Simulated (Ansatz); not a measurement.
Runs of Ansatz 0.2.0 on Fe. Symmetry: Im-3m, No. 229, cubic system. The conventional cell has a = 2.886 Å, b = 2.886 Å, c = 2.886 Å, α = 90.00°, β = 90.00°, γ = 90.00°. Fe (site symmetry m-3m) is surrounded by 8 Fe at 2.50 Å. 

```csv
task,level,k mesh,cutoff (eV),smearing,gap on the mesh (eV),pressure (GPa),moment (μB)
band structure,revPBE,13 × 13 × 13,303,fermi-dirac 0.05 eV,-,-5.3,(a)
elastic constants,PBE,10 × 10 × 10,325,fermi-dirac 0.05 eV,none,-11.3,2.16
elastic constants,PBEsol,10 × 10 × 10,325,fermi-dirac 0.05 eV,none,-19.9,2.16
single point,PBE,13 × 13 × 13,303,gaussian 0.023 eV,none,-9.8,2.24
single point,PBE,13 × 13 × 13,303,gaussian 0.012 eV,none,-9.8,2.24
```

Alike in all rows: potentials or basis all-electron LAPW, scalar-relativistic; spin collinear, ferromagnetic start; cell as given; basis error allowed 0.001 eV/atom.

**Question.** Fill in the values left out.

**Answer.** (a) 2.28.

Caveats: the k mesh is thin for a metal, which can move the energy by tens of meV per atom (some runs); a metal's response needs a denser mesh (some runs); the cell is more than 3 GPa from zero pressure, which shifts response properties (some runs); elastic constants of metals need much finer meshes, so these are rough (some runs); so large a pressure means that the cell lies far from this level's equilibrium, or that cutoff or potentials fall short (some runs).

A gap of «none» marks a metal or a gap under the smearing width.
